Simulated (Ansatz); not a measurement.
An Ansatz input:

```yaml
crystal:
  lattice:
    - [4.3412859205, 0.0, 0.0]
    - [-2.1706429602, 3.7596638922, 0.0]
    - [0.0, 0.0, 5.6897418203]
  atoms:
    - { symbol: Te, position: [0.2684005468, 1.0, 0.3333333333] }
    - { symbol: Te, position: [0.0, 0.2684005468, 0.6666666667] }
    - { symbol: Te, position: [0.7315994532, 0.7315994532, 0.0] }
hamiltonian:
  xc: pbe
  pseudopotentials:
    kind: paw
    azcp:
      Te: "pseudopotentials/Te.paw.azcp"
basis:
  ecutwfc: 420
  fft_grid_basis: typed
kpoints:
  mp_grid: { grid: [8, 8, 5], shift: [0, 0, 0] }
magnetization:
  spin_polarized: false
scf:
  occupations: { method: fermi_dirac, width: 0.05 }
output:
  stress: true
```

and its output:

```
Engine: ansatz 0.2.0, x86_64-unknown-linux-gnu
Pseudopotentials: kind: paw
Pseudopotential: Te, paw, valence charge 16, recommended cutoff 420 eV (normal) 
Functional definition: PBE
  parameter kappa = 0.804
  parameter beta = 0.06672455060314922
  exchange = pbe_x(kappa = kappa, mu = beta*pi^2/3)
  correlation = pbe_c(beta = beta)
Crystal: 3 atoms, lattice volume = 92.867 Å³
Basis set: ecut = 420 eV, 1837 PW (Γ)
Bands: 28, of which v1, the nominal top of the filled ones, is band 24 counted from 1 (23 counted from 0)
Symmetry: 6 space group operations
Space group: P3121 (ITA 152), of the structure as read, at distance tolerance 4.5e-5 Å
k-points: 40 of 320 (time reversal used)
Non-local potential: Te, projectors of the file, l = 0: 2, l = 1: 2, l = 2: 2, l = 3: 2
PAW form: soft (Blöchl's): semilocal exchange-correlation on the pseudo side does not see the compensation charge
PAW one-centre angular grid: Te, 590 points (default); XC on 64 Gauss nodes
Initial density: superposition of atomic densities (neutral atoms: chi_scale 0, normalization atom), corrected by the library's trained network
Initial wavefunctions: pseudopotential atomic-orbital guess
Functional: x = pbe(κ = 0.804, μ = 0.2195149727645171), c = pbe(β = 0.06672455060314922)
SCF iter   1: F=—  HF=-20939.610593 eV  |F-HF|=—  |Δ(HF+E_count)|=         —  Δρ=1.49e-3  dr2=1.45e-3  ethr=1.77e-3  ⟨swp⟩=7.2  Hψ=5166  notcnv=0
SCF iter   2: F=—  HF=-20939.609276 eV  |F-HF|=—  |Δ(HF+E_count)|=   1.32e-3  Δρ=8.71e-4  dr2=4.31e-4  ethr=3.01e-6  ⟨swp⟩=2.6  Hψ=2479  notcnv=0
SCF iter   3: F=—  HF=-20939.609613 eV  |F-HF|=—  |Δ(HF+E_count)|=   3.37e-4  Δρ=3.53e-4  dr2=8.76e-5  ethr=8.99e-7  ⟨swp⟩=2.9  Hψ=2073  notcnv=0
SCF iter   4: F=—  HF=-20939.609684 eV  |F-HF|=—  |Δ(HF+E_count)|=   7.19e-5  Δρ=6.34e-5  dr2=2.98e-6  ethr=1.82e-7  ⟨swp⟩=2.0  Hψ=1480  notcnv=0
SCF iter   5: F=—  HF=-20939.609685 eV  |F-HF|=—  |Δ(HF+E_count)|=   1.09e-6  Δρ=2.11e-5  dr2=2.89e-7  ethr=6.22e-9  ⟨swp⟩=2.8  Hψ=2081  notcnv=0
SCF iter   6: F=-20939.609686 eV  HF=-20939.609686 eV  |F-HF|=4.45e-9  |Δ(HF+E_count)|=   1.62e-7  Δρ=3.30e-6  dr2=9.78e-9  ethr=2.08e-10  ⟨swp⟩=5.0  Hψ=3883  notcnv=0
SCF 1 converged in 6 iterations: F = -20939.609686 eV  dr2 = 9.78e-9
SCF converged after 6 iterations
Free energy (F): -20939.609686 eV
Harris-Foulkes:  -20939.609686 eV  (|F-HF|=4.45e-9)
Internal energy: -20939.609549 eV  (E = F + TS)
E sigma→0 (E₀):  -20939.609617 eV
Entropy (-TS):   -0.000137 eV (-0.046 meV/atom)
Fermi energy:    10.444573 eV
--- Per-component energies (eV) ---
  E_band       = -738.564659
  E_kinetic    = 544.574437
  E_local      = -3595.208495  (includes V_loc(G=0)·N_el)
  E_nonlocal   = -930.872660
  E_hartree    = 2347.682828
  E_xc         = -374.477132
  E_vxc        = -314.426431  (∫ρ·V_xc dr)
  E_paw        = -13985.958205  (= ΣΔE_a)
  E_vpaw       = -1137.995786  (= ΣTr[D̂ρ^β])
  E_aug_tail   = -0.000542  (compensation charges beyond the density's cutoff)
  E_ewald      = -4945.349779
  E_smearing   = -0.000137  (= −TS)
  E_closure    = 0.000000  (closes the sum)
  Σ components = -20939.609686   (vs F -20939.609686, Δ=0.00e0)
--- Stress (GPa, compression-positive) ---
        6.474156      -0.000000       0.000000
       -0.000000       6.474156       0.000000
        0.000000       0.000000       9.845690
  P = ⅓ Tr σ = 7.5980 GPa (75.980 kbar)
```
